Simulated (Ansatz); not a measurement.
**FeO: single point with PBEsol**

The system is FeO.

```xyz
2
Lattice="-1.6021 1.6021 2.0834 1.6021 -1.6021 2.0834 1.6021 1.6021 -2.0834" Properties=species:S:1:pos:R:3 pbc="T T T"
Fe    0.0000    0.0000    0.0000
O     0.0000    0.0000    2.0834
```

The cell comes from a database or a generator and needn't be the stable form of this composition.

| Property | Result |
| --- | --- |
| Program | Ansatz 0.2.0 |
| Task | single point |
| Functional | PBEsol |
| Potentials or basis | Ansatz PAW |
| Cutoff | 420 eV (not typed: the program's choice for these potentials) |
| k mesh | 10 × 10 × 10 |
| Occupations | fermi-dirac, width 0.05 eV |
| Spin | collinear spin, ferromagnetic start |
| Starting moments | [6.0, 0.0] μB |
| Fixed moment | 6 μB |

```
Pressure        : 32.7 GPa
Net moment      : 6.00 μB per cell
Absolute moment : 6.00 μB per cell
Site moments    : Fe +4.14; O +0.87 μB
```

Stress tensor (GPa, compression positive):
```
30.14  0.00  0.00
 0.00 30.14  0.00
 0.00  0.00 37.91
```

Wall time 4.5 s on 2 threads of Arm Neoverse V1, with other jobs on the host, peak memory 0.33 GiB.

Caveat: a pressure of tens of GPa on the cell as given is suspect, and the run, the potentials or the cell itself is likely at fault; the pressure holds a Pulay correction of +0.6 GPa for the finite cutoff; the total moment is fixed, so each spin has its own Fermi level; a cell with one magnetic atom can't hold antiferromagnetic order, which such compounds often take; the PAW data sets come from PBE, with cores solved anew for the run's functional, which leaves a small shift of forces and pressure; the thresholds are loose for stress.
